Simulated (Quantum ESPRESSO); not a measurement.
# MoS2 (R3m) in Quantum ESPRESSO: notebook, part 2 of 2

Quantum ESPRESSO 7.5. Earlier steps stand in the parts before.

### 3 Single point, PBEsol+U, collinear spin, antiferromagnetic start

File pw.in:

```
&CONTROL
  calculation = 'scf'
  prefix = 'pwscf'
  outdir = './tmp'
  pseudo_dir = './pseudo'
  tprnfor = .true.
  tstress = .true.
  disk_io = 'nowf'
/
&SYSTEM
  ibrav = 0
  nat = 6
  ntyp = 4
  ecutwfc = 70
  nbnd = 39
  input_dft = 'pbesol'
  occupations = 'smearing'
  smearing = 'gaussian'
  degauss = 0.00367493
  nspin = 2
  starting_magnetization(1) = 0.1429
  starting_magnetization(2) = 0
  starting_magnetization(3) = -0.1429
  starting_magnetization(4) = -0
/
&ELECTRONS
  conv_thr = 2.4d-07
  electron_maxstep = 100
  mixing_beta = 0.7
  mixing_ndim = 20
/
ATOMIC_SPECIES
Mo1   95.9500 42_Mo_14_2.0_2.6_pbe_n_v1.0.upf
S1    32.0600 16_S_6_1.8_1.9_pbe_n_v1.0.upf
Mo2   95.9500 42_Mo_14_2.0_2.6_pbe_n_v1.0.upf
S2    32.0600 16_S_6_1.8_1.9_pbe_n_v1.0.upf
CELL_PARAMETERS angstrom
   0.0000000000   -1.8261587800  -12.2466564200
  -3.1629997800    0.0000000000    0.0000000000
   0.0000000000    1.8261587800   -6.1233282100
ATOMIC_POSITIONS crystal
Mo1    0.0000000000    0.0000000000    0.0000000000
S1     0.2516000000    0.0000000000    0.2516000000
S1     0.4151000000    0.0000000000    0.4151000000
Mo2    0.5000000000    0.5000000000    0.0000000000
S2     0.7516000000    0.5000000000    0.2516000000
S2     0.9151000000    0.5000000000    0.4151000000
K_POINTS automatic
2 3 4 0 0 0
HUBBARD {ortho-atomic}
U Mo1-4d 2.0
U Mo2-4d 2.0
```

Potentials or basis: SPMS 1.0 PBE.

The run is started by

```
$ OMP_NUM_THREADS=1 mpirun -n 2 pw.x -in pw.in > pw.out
```

pw.out:

```text
This program is part of the open-source Quantum ESPRESSO suite
     for quantum simulation of materials; please cite
         "P. Giannozzi et al., J. Phys.:Condens. Matter 21 395502 (2009);
         "P. Giannozzi et al., J. Phys.:Condens. Matter 29 465901 (2017);
         "P. Giannozzi et al., J. Chem. Phys. 152 154105 (2020);
     in publications or presentations arising from this work. More details at

     IMPORTANT: XC functional enforced from input :
     Exchange-correlation= PBESOL
                           (   1   4  10   8   0   0   0)
     Any further DFT definition will be discarded
     Please, verify this is what you really want

     Message from routine setup:
     using ibrav=0 with symmetry is DISCOURAGED, use correct ibrav instead

     Subspace diagonalization in iterative solution of the eigenvalue problem:
     a serial algorithm will be used

     --------------------
     sticks:   dense  smooth     PW     G-vecs:    dense   smooth      PW
     Min        1549    1549    455                28312    28312    4528
     Max        1550    1550    456                28313    28313    4529
     Sum        3099    3099    911                56625    56625    9057

     Using Slab Decomposition
[... 647 lines left out ...]
   -50.1796 -50.1365 -24.6179 -24.4267 -24.3382 -24.2293 -24.1930 -24.1316
    -3.9840  -2.4057  -2.0267  -1.7470   4.3353   4.3876   5.4473   6.0891
     6.9744   7.3935   7.4018   8.6277   8.6338   8.6901   8.6941   9.2799
     9.7005  10.9618  12.6575  13.1981  13.2717  13.2765  13.6774  13.6791
    14.4725  15.0944  16.5117  16.5194  18.2207  19.3395  19.3945

          k = 0.0000-1.1301 0.6740 (  7058 PWs)   bands (ev):

   -50.1580 -50.1577 -24.4095 -24.4090 -24.3825 -24.3825 -24.1812 -24.1803
    -3.0678  -3.0674  -2.1694  -2.1691   5.1146   5.1154   6.2470   6.2475
     6.6693   6.6695   7.6644   7.6650   8.3168   8.3172   9.0453   9.0454
     9.6851   9.6861  12.9459  12.9463  12.9587  12.9590  13.6143  13.6146
    14.4218  14.4222  18.7833  18.7836  19.3332  19.3333  19.9381
[... 19 lines left out ...]
   -50.1420 -50.1417 -24.5168 -24.5166 -24.3495 -24.3495 -24.2677 -24.2675
    -2.2940  -2.2937  -1.8886  -1.8882   4.7266   4.7267   5.6289   5.6291
     6.4828   6.4830   7.0581   7.0581   8.5173   8.5176   8.6987   8.6989
     9.5511   9.5519  12.6776  12.6789  13.1110  13.1112  14.0750  14.0754
    15.0646  15.0649  18.1111  18.1112  18.4478  18.4478  19.8157

     the Fermi energy is    11.6102 ev

!    total energy              =    -367.89054257 Ry
     estimated scf accuracy    <       0.00000006 Ry
     smearing contrib. (-TS)   =      -0.00000000 Ry
     internal energy E=F+TS    =    -367.89054257 Ry

     The total energy is F=E-TS. E is the sum of the following terms:
     one-electron contribution =    -179.76590578 Ry
     hartree contribution      =     112.21343550 Ry
     xc contribution           =     -65.64545835 Ry
     ewald contribution        =    -235.05711622 Ry
     Hubbard energy            =       0.36450228 Ry

     total magnetization       =    -0.00 Bohr mag/cell
     absolute magnetization    =     0.00 Bohr mag/cell

     convergence has been achieved in  13 iterations

     Forces acting on atoms (cartesian axes, Ry/au):

     atom    1 type  1   force =     0.00000000    0.00552821   -0.00005258
     atom    2 type  2   force =     0.00000000   -0.00323114    0.04047681
     atom    3 type  2   force =     0.00000000   -0.00231751   -0.04042521
     atom    4 type  3   force =     0.00000000    0.00556025   -0.00005603
     atom    5 type  4   force =     0.00000000   -0.00322704    0.04049445
     atom    6 type  4   force =     0.00000000   -0.00231277   -0.04043744

     Total force =     0.081490     Total SCF correction =     0.000505

     Computing stress (Cartesian axis) and pressure

          total   stress  (Ry/bohr**3)                   (kbar)     P=       47.84
   0.00018586   0.00000000   0.00000000           27.34        0.00        0.00
   0.00000000   0.00011476   0.00000783            0.00       16.88        1.15
   0.00000000   0.00000783   0.00067497            0.00        1.15       99.29

=------------------------------------------------------------------------------=
   JOB DONE.
=------------------------------------------------------------------------------=
```

It took 2 min on 2 MPI ranks of Arm Neoverse V2, shared host; peak memory 0.36 GiB.

What came out:

```
Free energy                                           : -5005.4058 eV
Pressure                                              : 4.8 GPa
Largest force                                         : 1.044 eV/Å
Band gap on the k mesh                                : 0.61 eV
Net moment                                            : 0.00 μB per cell
Absolute moment                                       : 0.00 μB per cell
Valence electrons inside the program's atomic spheres : Mo 10.64; S 4.04
```

Forces on the atoms (eV/Å):
```
Mo   0.000  0.142 -0.001
S    0.000 -0.083  1.041
S    0.000 -0.060 -1.039
Mo   0.000  0.143 -0.001
S    0.000 -0.083  1.041
S    0.000 -0.059 -1.040
```

Levels at points of the mesh, in eV from the valence-band top:
Spin up:
| k point | band 22 | band 23 | band 24 | band 25 | band 26 | band 27 | band 28 | band 29 | band 30 | band 31 |
| --- | --- | --- | --- | --- | --- | --- | --- | --- | --- | --- |
| (0.00, 0.00, 0.00) | -2.57 | -2.05 | -1.49 | -1.26 | -1.22 | 1.38 | 1.98 | 1.98 | 1.98 | 2.48 |
| (0.00, 0.00, -0.50) | -2.55 | -2.33 | -1.90 | -1.65 | 0.00 | 1.43 | 1.88 | 2.06 | 2.07 | 2.36 |
| (-0.50, 0.00, 0.00) | -2.96 | -2.01 | -2.01 | -1.49 | -1.49 | 1.36 | 1.36 | 1.61 | 1.61 | 2.51 |
| (-0.50, 0.00, -0.50) | -2.94 | -2.21 | -2.21 | -1.57 | -1.57 | 1.69 | 1.69 | 1.70 | 1.70 | 2.36 |
Spin down:
| k point | band 23 | band 24 | band 25 | band 26 | band 27 | band 28 | band 29 | band 30 |
| --- | --- | --- | --- | --- | --- | --- | --- | --- |
| (0.00, 0.00, 0.00) | -2.05 | -1.49 | -1.26 | -1.22 | 1.38 | 1.98 | 1.98 | 1.98 |
| (0.00, 0.00, -0.50) | -2.33 | -1.90 | -1.65 | 0.00 | 1.43 | 1.88 | 2.06 | 2.07 |
| (-0.50, 0.00, 0.00) | -2.01 | -2.01 | -1.49 | -1.49 | 1.36 | 1.36 | 1.61 | 1.61 |
| (-0.50, 0.00, -0.50) | -2.21 | -2.21 | -1.57 | -1.57 | 1.69 | 1.69 | 1.70 | 1.70 |

Eigenvalues of the final occupation matrices:
| site | spin | trace | eigenvalues |
| --- | --- | --- | --- |
| Mo1 1 4d | 1 | 2.63 | 0.48 0.49 0.54 0.54 0.58 |
| Mo1 1 4d | 2 | 2.63 | 0.48 0.49 0.54 0.54 0.58 |
| Mo2 4 4d | 1 | 2.63 | 0.48 0.49 0.54 0.54 0.58 |
| Mo2 4 4d | 2 | 2.63 | 0.48 0.49 0.54 0.54 0.58 |

Caveat: the k mesh is coarse (spacing up to 0.66 Å⁻¹), so the values aren't converged; the potentials were made for another functional, which shifts forces and pressure; an odd mesh through Γ misses points on the zone boundary, where band edges often lie.

### 4 Single point, PBE+U, collinear spin, antiferromagnetic start

Changes to pw.in since step 3:

```diff
@@ -15,3 +15,2 @@
   nbnd = 39
-  input_dft = 'pbesol'
   occupations = 'smearing'
```

The run is started by

```
$ OMP_NUM_THREADS=1 mpirun -n 2 pw.x -in pw.in > pw.out
```

Run time: 2 min. Hardware: 2 MPI ranks of Arm Neoverse V2, shared host; peak memory 0.36 GiB.

The run converged. Its results:

```
Free energy                                           : -5012.2558 eV
Pressure                                              : 9.5 GPa
Largest force                                         : 1.285 eV/Å
Band gap on the k mesh                                : 0.63 eV
Net moment                                            : 0.00 μB per cell
Absolute moment                                       : 0.00 μB per cell
Valence electrons inside the program's atomic spheres : Mo 10.65; S 4.06
```

Forces on the atoms (eV/Å):
```
Mo   0.000  0.134 -0.001
S    0.000 -0.078  1.283
S    0.000 -0.056 -1.282
Mo   0.000  0.133 -0.001
S    0.000 -0.078  1.283
S    0.000 -0.056 -1.282
```

Stress tensor (GPa, compression positive):
```
 7.68  0.00  0.00
 0.00  6.66  0.11
 0.00  0.11 14.17
```

Levels at points of the mesh, in eV from the valence-band top:
Spin up:
```csv
k point,band 23,band 24,band 25,band 26,band 27,band 28,band 29,band 30
"(0.00, 0.00, 0.00)",-2.05,-1.46,-1.26,-1.17,1.39,1.99,1.99,1.99
"(0.00, 0.00, -0.50)",-2.33,-1.90,-1.61,0.00,1.43,1.89,2.07,2.08
"(-0.50, 0.00, 0.00)",-1.99,-1.99,-1.48,-1.48,1.39,1.39,1.61,1.61
"(-0.50, 0.00, -0.50)",-2.19,-2.19,-1.54,-1.54,1.69,1.69,1.73,1.73
```
Spin down:
```tsv
k point	band 23	band 24	band 25	band 26	band 27	band 28	band 29	band 30
(0.00, 0.00, 0.00)	-2.05	-1.46	-1.26	-1.17	1.39	1.99	1.99	1.99
(0.00, 0.00, -0.50)	-2.33	-1.90	-1.61	0.00	1.43	1.89	2.07	2.08
(-0.50, 0.00, 0.00)	-1.99	-1.99	-1.48	-1.48	1.39	1.39	1.61	1.61
(-0.50, 0.00, -0.50)	-2.19	-2.19	-1.54	-1.54	1.69	1.69	1.73	1.73
```

Eigenvalues of the final occupation matrices:
```tsv
site	spin	trace	eigenvalues
Mo1 1 4d	1	2.63	0.47 0.49 0.54 0.54 0.58
Mo1 1 4d	2	2.62	0.47 0.49 0.54 0.54 0.58
Mo2 4 4d	1	2.62	0.47 0.49 0.54 0.54 0.58
Mo2 4 4d	2	2.63	0.47 0.49 0.54 0.54 0.58
```

Caveat: the k mesh is coarse (spacing up to 0.66 Å⁻¹), so the values aren't converged; an odd mesh through Γ misses points on the zone boundary, where band edges often lie; forces of over 1 eV/Å show positions far from the minimum, so gaps and moduli don't describe the material at rest.

### 5 The runs side by side

| level | form of the LDA correlation | gap on the mesh (eV) | pressure (GPa) | moment (μB) | largest force (eV/Å) |
| --- | --- | --- | --- | --- | --- |
| LDA+U | PZ81 | 0.59 | 2.9 | 0.00 | 0.98 |
| PBEsol+U | - | 0.61 | 4.8 | 0.00 | 1.04 |
| PBE+U | - | 0.63 | 9.5 | 0.00 | 1.29 |

Alike in all rows: task single point; potentials or basis SPMS 1.0 PBE; spin collinear, antiferromagnetic start; Mo d U = 2 eV; cell as given; k mesh 2 × 3 × 4; cutoff (eV) 952; smearing gaussian 0.05 eV; the mesh is coarse, so values aren't converged.

Caveats: all runs use coarse meshes; an odd mesh through Γ misses points on the zone boundary, where band edges often lie; the potentials were made for another functional, which shifts forces and pressure (some runs); forces of over 1 eV/Å show positions far from the minimum, so gaps and moduli don't describe the material at rest (some runs).

Total energies depend on the potentials used, so only differences within one code and one set of settings carry meaning.
